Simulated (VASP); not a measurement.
# Mg on the Ga site in GaN

Wanted: what Mg on the Ga site costs in GaN and how the lattice relaxes round it. The start is a cell from a database of measured crystal structures.

Calculated with VASP 6.6.1; PBEsol; plane waves and PAW (Ga, N), in the first sound run; inputs show where later runs differ.

**Measured values to reproduce.**

For GaN, wurtzite (bulk w-GaN, literature), “Vacancy defect in bulk and at (10overline10) surface of GaN: A combined first-principles theoretical and experimental analysis” (2017, arxiv:1710.05670) quotes earlier work: lattice constant a (a, Expt. column of Table I) 3.189 Å; lattice constant c (c, Expt. column of Table I) 5.186 Å.

“Thermoelectric Properties of GaN with Carrier Concentration Modulation: An Experimental and Theoretical Investigation” (2020, arxiv:2008.11387) quotes from earlier work for GaN, wurtzite (bulk crystal): band gap (direct gap at Gamma, literature experimental value) 3.4 eV [Rounded literature gap quoted in passing in the theory part; sample, method and …].

Report form: the programs' logs are mostly left out.

The database entry behind the starting cell differs from later determinations by our own check (about 0.3 % short, ideal inner coordinate), so it need not match the best structure at ambient conditions.

**1. The host crystal**

The structure is hexagonal, space group P6_3mc (No. 186). The conventional cell has a = 3.180 Å, b = 3.180 Å, c = 5.166 Å, α = 90.00°, β = 90.00°, γ = 120.00°. Nearest to Ga lie 4 N at 1.94 to 1.95 Å. N has 4 Ga at 1.94 to 1.95 Å nearest. Farther neighbours and most contacts between anions are not listed.

**2. The host at zero pressure**

First cell and atoms are relaxed at a raised cutoff, so that later runs start from this functional's own cell.

Contents of INCAR:

```
SYSTEM = GaN
PREC = Accurate
ENCUT = 520
EDIFF = 1E-06
NELM = 120
ISMEAR = 0
SIGMA = 0.05
LREAL = .FALSE.
ALGO = Normal
GGA = PS
NBANDS = 14
LORBIT = 11
LWAVE = .FALSE.
LCHARG = .FALSE.
IBRION = 2
NSW = 40
ISIF = 3
EDIFFG = -0.02
POTIM = 0.4
```

Contents of POSCAR:

```
GaN
1.0
    3.1800000000      0.0000000000      0.0000000000
   -1.5900000000      2.7539607840      0.0000000000
    0.0000000000      0.0000000000      5.1660000000
Ga N
2 2
Direct
    0.6666666667      0.3333333333      0.5000000000
    0.3333333333      0.6666666667      0.0000000000
    0.6666666667      0.3333333333      0.8750000000
    0.3333333333      0.6666666667      0.3750000000
```

Contents of KPOINTS:

```
Automatic mesh
0
Gamma
5 5 3
0 0 0
```

The projector-augmented-wave data sets are Ga and N (PBE family, release 64).

Command:

```bash
$ export OMP_NUM_THREADS=5
$ mpirun -np 1 vasp_std
```

Wall time 11 s (1 × NVIDIA H100 80GB HBM3, 81559 MiB with 1 MPI rank of AMD EPYC 7R13 (Zen 3), card shared with another run, shared host); peak memory 1.7 GiB.

The gap is read on the k-mesh alone, so it is an upper bound where the band edges lie off the mesh. The PAW data sets were made with PBE, which is usual practice but a small mismatch for other functionals. The data set Ga keeps the semicore shell frozen, which is cheaper and a little less accurate. The run keeps the 12 symmetry operations of its start, so it cannot find a distortion of lower symmetry.

Step by step:

```tsv
step	energy less that of the first step (eV)	largest force (eV/Å)	pressure (GPa)	volume (Å³)
1	0.0000	0.1694	8.09	45.24
2	-0.0195	0.0686	-5.32	48.30
3	-0.0433	0.0161	0.03	46.95
4	-0.0433	0.0138	-0.16	46.99
5	-0.0434	0.0182	0.08	46.93
```

```tsv
conventional cell, symmetrised	before	after	change
a (Å)	3.180	3.217	+1.2 %
b (Å)	3.180	3.217	+1.2 %
c (Å)	5.166	5.235	+1.3 %
volume (Å³/atom)	11.31	11.73	+3.7 %
```

The relaxed structure:

```xyz
4
Lattice="3.2174 0.0000 0.0000 -1.6087 2.7864 0.0000 0.0000 0.0000 5.2349" Properties=species:S:1:pos:R:3 pbc="T T T"
Ga    1.6087    0.9288    2.6131
Ga    0.0000    1.8576   -0.0044
N     1.6087    0.9288    4.5849
N     0.0000    1.8576    1.9674
```

A gap read on the k-mesh alone can miss the band edges.

Numbers from this step:

* electronic cycles: 34
* electrons: 16
* free energy (TOTEN): -26.11 eV
* Fermi energy: 2.873 eV
* labelled metallic, from the levels on this mesh: no
* gap on the k-mesh: 1.756 eV
* least direct gap on the k-mesh: 1.756 eV

The run ended after 5 ionic steps, 0.043 eV below its first step, once forces and stress met EDIFFG = -0.02.

**3. Screening in the host**

Charged cells interact with their images through the host's screening, so the correction needs its dielectric constant.

Contents of INCAR:

```
SYSTEM = GaN
PREC = Accurate
ENCUT = 400
EDIFF = 1E-08
NELM = 120
ISMEAR = 0
SIGMA = 0.05
LREAL = .FALSE.
ALGO = Normal
GGA = PS
NBANDS = 14
LWAVE = .FALSE.
LCHARG = .FALSE.
LEPSILON = .TRUE.
IBRION = 8
NSW = 1
```

Contents of POSCAR:

```
GaN
1.0
    3.2174367461      0.0000000000      0.0000000000
   -1.6087183730      2.7863819571      0.0000000000
    0.0000000000      0.0000000000      5.2348607764
Ga N
2 2
Direct
    0.6666666667      0.3333333333      0.4991642282
    0.3333333333      0.6666666667      0.9991642282
    0.6666666667      0.3333333333      0.8758357718
    0.3333333333      0.6666666667      0.3758357718
```

Contents of KPOINTS:

```
Automatic mesh
0
Gamma
6 6 3
0 0 0
```

Elapsed: 2.7 min, on 1 × NVIDIA H100 80GB HBM3, 81559 MiB with 1 MPI rank; peak memory 1.7 GiB.

Energies printed during the response cycles are not total energies of the cell. The dielectric response converges more slowly with the mesh than energies do, so tensor and charges may still move on a finer one.

This step gave:

| Quantity | Value |
| --- | --- |
| pressure of the cell | -2.918 GPa |
| largest force of the cell | 0.01791 eV/Å |
| Fermi energy | 2.870 eV |
| gap on the k-mesh | 1.746 eV |
| least direct gap on the k-mesh | 1.746 eV |

Electronic dielectric tensor with local fields:

```
6.62 0.00 0.00
0.00 6.62 0.00
0.00 0.00 6.85
```

Ionic part of the static dielectric tensor:

```
3.98 0.00 0.00
0.00 3.98 0.00
0.00 0.00 4.76
```

Born effective charge (e), principal values of the symmetric part by kind of site:

```tsv
atom	atoms with these values	low	middle	high	mean
Ga1	2	2.70	2.70	2.85	2.75
N3	2	-2.85	-2.70	-2.70	-2.75
```

In full for N3:

```
-2.70  0.00  0.00
 0.00 -2.70  0.00
 0.00  0.00 -2.85
```

Infrared lines, with heights relative to the strongest:

```tsv
position (cm⁻¹)	lines merged	squared mode dipole, relative
133	2	0.0
337	1	0.0
553	1	55
574	2	100
579	2	0.0
694	1	0.0
```

Piezoelectric tensor with clamped ions (C/m²), by row:

```tsv
field	xx	yy	zz	xy	yz	zx
x	0	0	0	0	0	0.5318
y	0	0	0	0	0.5318	0
z	0.4785	0.4785	-0.9765	0	0	0
```

The electrons screen with a mean of 6.70 and the ions add 4.24; the sum enters the correction.

**4. The supercell without the defect**

System of this step: GaN. The cell holds 300 atoms: 150 Ga and 150 N. Its edges and angles: a = 16.087 Å, b = 16.087 Å, c = 15.705 Å, α = 90.0°, β = 90.0°, γ = 120.0°. It derives from GaN.

The same cell, mesh and cutoff without the defect give the energy to subtract and, in a gapped host, the band edges to count from, so that most errors cancel.

Contents of INCAR:

```
SYSTEM = GaN
PREC = Normal
ENCUT = 400
EDIFF = 1E-05
NELM = 120
ISMEAR = 0
SIGMA = 0.05
LREAL = Auto
ALGO = Fast
GGA = PS
NBANDS = 810
LORBIT = 11
LWAVE = .FALSE.
LCHARG = .FALSE.
```

Contents of POSCAR:

```
GaN
1.0
   16.0871837305      0.0000000000      0.0000000000
   -8.0435918650     13.9319097855      0.0000000000
    0.0000000000      0.0000000000     15.7045823292
Ga N
150 150
Direct
    0.1333333333      0.0666666667      0.1663880761
    0.1333333333      0.0666666667      0.4997214094
    0.1333333333      0.0666666667      0.8330547427
    0.1333333333      0.2666666667      0.1663880761
    0.1333333333      0.2666666667      0.4997214094
    0.1333333333      0.2666666667      0.8330547427
    0.1333333333      0.4666666667      0.1663880761
    0.1333333333      0.4666666667      0.4997214094
    0.1333333333      0.4666666667      0.8330547427
    0.1333333333      0.6666666667      0.1663880761
    0.1333333333      0.6666666667      0.4997214094
    0.1333333333      0.6666666667      0.8330547427
    0.1333333333      0.8666666667      0.1663880761
    0.1333333333      0.8666666667      0.4997214094
    0.1333333333      0.8666666667      0.8330547427
    0.3333333333      0.0666666667      0.1663880761
    0.3333333333      0.0666666667      0.4997214094
    0.3333333333      0.0666666667      0.8330547427
    0.3333333333      0.2666666667      0.1663880761
    0.3333333333      0.2666666667      0.4997214094
    0.3333333333      0.2666666667      0.8330547427
    0.3333333333      0.4666666667      0.1663880761
    0.3333333333      0.4666666667      0.4997214094
    0.3333333333      0.4666666667      0.8330547427
    0.3333333333      0.6666666667      0.1663880761
    0.3333333333      0.6666666667      0.4997214094
    0.3333333333      0.6666666667      0.8330547427
    0.3333333333      0.8666666667      0.1663880761
    0.3333333333      0.8666666667      0.4997214094
    0.3333333333      0.8666666667      0.8330547427
[... 264 atom lines left out ...]
    0.8666666667      0.7333333333      0.1252785906
    0.8666666667      0.7333333333      0.4586119239
    0.8666666667      0.7333333333      0.7919452573
    0.8666666667      0.9333333333      0.1252785906
    0.8666666667      0.9333333333      0.4586119239
    0.8666666667      0.9333333333      0.7919452573
```

Contents of KPOINTS:

```
Automatic mesh
0
Gamma
1 1 1
0 0 0
```

Command:

```bash
$ export OMP_NUM_THREADS=5
$ mpirun -np 1 vasp_gam
```

Run time: 91 s. Hardware: 1 × NVIDIA H100 80GB HBM3, 81559 MiB with 1 MPI rank; peak memory 2.6 GiB.

Numbers from this step:

| Quantity | Value |
| --- | --- |
| electronic cycles | 16 |
| electrons | 1200 |
| free energy (TOTEN) | -1959.2217 eV |
| Fermi energy | 2.926 eV |
| gap on the k-mesh | 1.743 eV |

No direct gap is given, since this cell folds other wave vectors onto the zone centre.

At this cutoff and mesh the cell shows a pressure of -2.8 GPa, where the relaxation had removed it. It comes from the smaller basis, the coarser mesh or a moment that this cell holds.

The perfect cell has a gap of 1.74 eV on this mesh, with its valence-band top at 2.642 eV, and charged states follow.

**5. Reference Mg**

This step: PBEsol; plane waves and PAW (Mg) (VASP 6.6.1).

System of this step: Mg. The structure is hexagonal, space group P6_3/mmc (No. 194). Conventional cell: a = 3.210 Å, b = 3.210 Å, c = 5.213 Å, α = 90.00°, β = 90.00°, γ = 120.00°. Nearest to Mg lie 12 Mg at 3.20 to 3.21 Å.

The reference for Mg is its crystal, relaxed at the cutoff of the large cell.

Contents of INCAR:

```
SYSTEM = Mg
PREC = Normal
ENCUT = 400
EDIFF = 1E-05
NELM = 120
ISMEAR = 1
SIGMA = 0.1
LREAL = Auto
ALGO = Fast
GGA = PS
NBANDS = 8
LORBIT = 11
LWAVE = .FALSE.
LCHARG = .FALSE.
IBRION = 2
NSW = 25
ISIF = 3
EDIFFG = -0.02
POTIM = 0.4
```

Contents of POSCAR:

```
Mg
1.0
    3.2100000000      0.0000000000      0.0000000000
   -1.6050000000      2.7799415461      0.0000000000
    0.0000000000      0.0000000000      5.2130400000
Mg
2
Direct
    0.0000000000      0.0000000000      0.0000000000
    0.3333333333      0.6666666667      0.5000000000
```

Contents of KPOINTS:

```
Automatic mesh
0
Gamma
10 10 5
0 0 0
```

Potentials, in the order of the species: Mg (PBE family, release 64).

Command:

```bash
$ export OMP_NUM_THREADS=5
$ mpirun -np 1 vasp_std
```

The job ended after 44 s (1 × NVIDIA H100 80GB HBM3, 81559 MiB with 1 MPI rank; peak memory 1.6 GiB).

The k-mesh is coarse for a metal. The run keeps the 24 symmetry operations of its start, so it cannot find a distortion of lower symmetry.

The steps of the relaxation:

```tsv
step	energy less that of the first step (eV)	largest force (eV/Å)	pressure (GPa)	volume (Å³)
1	0.0000	0.0000	-1.15	46.52
2	-0.0061	0.0000	-0.46	45.62
3	-0.0085	0.0000	0.22	44.78
4	-0.0085	0.0000	0.37	44.62
5	-0.0112	0.0000	0.50	44.48
6	-0.0112	0.0000	0.51	44.46
7	-0.0122	0.0000	0.13	44.92
8	-0.0122	0.0000	0.00	45.07
```

```tsv
conventional cell, symmetrised	before	after	change
a (Å)	3.210	3.144	-2.1 %
b (Å)	3.210	3.144	-2.1 %
c (Å)	5.213	5.265	+1.0 %
volume (Å³/atom)	23.26	22.54	-3.1 %
```

Final coordinates:

```xyz
2
Lattice="3.1440 0.0000 0.0000 -1.5720 2.7228 0.0000 0.0000 0.0000 5.2651" Properties=species:S:1:pos:R:3 pbc="T T T"
Mg    0.0000    0.0000    0.0000
Mg    0.0000    1.8152    2.6325
```

Numbers from this step:

```
electronic cycles                               : 29
electrons                                       : 4
free energy (TOTEN)                             : -3.442 eV
energy at zero smearing                         : -3.442 eV
Fermi energy                                    : 2.728 eV
labelled metallic, from the levels on this mesh : yes
```

The run ended after 8 ionic steps, 0.012 eV below its first step, once forces and stress met EDIFFG = -0.02.

The edges of the cell as typed change unequally, by -2.1 to +1.0 %. In a metal that hangs on the k mesh, which was not refined here; the energy is less touched by it than the shape.

Energy at zero smearing: -3.44233 eV.

**6. Reference Ga**

This step: PBEsol; plane waves and PAW (Ga) (VASP 6.6.1).

System of this step: Ga. Symmetry: Cmce, No. 64, orthorhombic system. The conventional cell has a = 4.432 Å, b = 7.598 Å, c = 4.556 Å, α = 90.00°, β = 90.00°, γ = 90.00°. Nearest to Ga lie 7 Ga at 2.49 to 2.75 Å.

The reference for Ga is its crystal, relaxed at the cutoff of the large cell.

Changes to INCAR since step 5:

```diff
@@ -1,2 +1,2 @@
-SYSTEM = Mg
+SYSTEM = Ga
 PREC = Normal
@@ -10,3 +10,3 @@
 GGA = PS
-NBANDS = 8
+NBANDS = 12
 LORBIT = 11
```

Contents of POSCAR:

```
Ga
1.0
    2.2160233304     -3.7989918401      0.0000000000
    2.2160233304      3.7989918401      0.0000000000
    0.0000000000      0.0000000000      4.5555035300
Ga
4
Direct
    0.6556957200      0.3443042800      0.4154013900
    0.8443042800      0.1556957200      0.9154013900
    0.3443042800      0.6556957200      0.5845986100
    0.1556957200      0.8443042800      0.0845986100
```

Contents of KPOINTS:

```
Automatic mesh
0
Gamma
7 7 6
0 0 0
```

The projector-augmented-wave data sets are Ga (PBE family, release 64).

Wall time 49 s (1 × NVIDIA H100 80GB HBM3, 81559 MiB with 1 MPI rank); peak memory 1.7 GiB.

The run keeps the 8 symmetry operations of its start, so it cannot find a distortion of lower symmetry.

The steps of the relaxation:

```tsv
step	energy less that of the first step (eV)	largest force (eV/Å)	pressure (GPa)	volume (Å³)
1	0.0000	0.0272	0.36	76.70
2	-0.0005	0.0202	-0.04	77.08
3	-0.0005	0.0179	-0.06	77.12
```

```tsv
conventional cell, symmetrised	before	after	change
a (Å)	4.432	4.440	+0.2 %
b (Å)	7.598	7.617	+0.3 %
c (Å)	4.556	4.561	+0.1 %
volume (Å³/atom)	19.18	19.28	+0.5 %
```

Final coordinates:

```
Ga
1.0
     2.21992   -3.80857    0.00000
     2.21992    3.80857    0.00000
     0.00000    0.00000    4.56054
Ga
4
Cartesian
  2.2199 -1.1849 1.8948
  2.2199 -2.6237 4.1750
  2.2199 1.1849 2.6658
  2.2199 2.6237 0.3855
```

Numbers from this step:

```
electronic cycles       : 15
electrons               : 12
free energy (TOTEN)     : -13.35 eV
energy at zero smearing : -13.35 eV
Fermi energy            : 2.337 eV
```

The run ended after 3 ionic steps, 0.001 eV below its first step, once forces and stress met EDIFFG = -0.02.

Energy at zero smearing: -13.35485 eV.

**7. Relaxing the atoms**

This step: PBEsol; plane waves and PAW (N) (VASP 6.6.1).

System of this step: N2. The cell holds 2 atoms: 2 N. Cell: a = 11.000 Å, b = 11.500 Å, c = 14.000 Å, α = 90.0°, β = 90.0°, γ = 90.0°. Vacuum lies along a, b and c.

N is not exchanged here; its energy serves the host's formation enthalpy.

Contents of INCAR:

```
SYSTEM = N
PREC = Normal
ENCUT = 400
EDIFF = 1E-05
NELM = 120
ISMEAR = 0
SIGMA = 0.01
LREAL = Auto
ALGO = Fast
GGA = PS
NBANDS = 11
LORBIT = 11
LWAVE = .FALSE.
LCHARG = .FALSE.
IBRION = 2
NSW = 20
ISIF = 2
EDIFFG = -0.03
POTIM = 0.4
MAXMIX = 40
ISYM = 0
```

Contents of POSCAR:

```
N
1.0
   11.0000000000      0.0000000000      0.0000000000
    0.0000000000     11.5000000000      0.0000000000
    0.0000000000      0.0000000000     14.0000000000
N
2
Direct
    0.5000000000      0.5000000000      0.4607142900
    0.5000000000      0.5000000000      0.5392857100
```

Contents of KPOINTS:

```
Automatic mesh
0
Gamma
1 1 1
0 0 0
```

The projector-augmented-wave data sets are N (PBE family, release 64).

Command:

```bash
$ export OMP_NUM_THREADS=5
$ mpirun -np 1 vasp_gam
```

It took 9.8 s on 1 × NVIDIA H100 80GB HBM3, 81559 MiB with 1 MPI rank; peak memory 1.8 GiB.

Relaxation path:

```tsv
step	energy less that of the first step (eV)	largest force (eV/Å)
1	0.0000	2.5752
2	1.6178	14.1281
3	-0.0198	0.2037
4	-0.0200	0.0354
5	-0.0200	0.0246
```

The relaxed structure:

```xyz
2
Lattice="11.0000 0.0000 0.0000 0.0000 11.5000 0.0000 0.0000 0.0000 14.0000" Properties=species:S:1:pos:R:3
N     5.5000    5.7500    6.4422
N     5.5000    5.7500    7.5578
```

Numbers from this step:

```yaml
electronic_cycles: 45
electrons: 10
free_energy_toten: -17.02 eV
gap_between_the_highest_filled_and_lowest_empty_level: 7.958 eV
```

The run ended after 5 ionic steps, 0.020 eV below its first step, once the forces on the free atoms met EDIFFG = -0.03.

Energy at zero smearing: -17.01643 eV.

(Continued in part 2 of 2.)

[Lines on the potential files, build, host, timing and source positions are cut from VASP's logs without a mark.]

[Logs are printed without paths, hosts, clocks, repeated set-up lines and the standing remarks that a program may print on its own settings, such as how far it seeks lower states.]

[Hosts, paths, dates, database ids (printed as entryN), source tags and the programs' standing remarks are cut or masked in the printed files.]

[In band tables of VASP the shares of atoms and orbitals are scaled to a sum of 1 inside the atoms' spheres.]

[Runs that stopped without an error message from VASP are left out.]
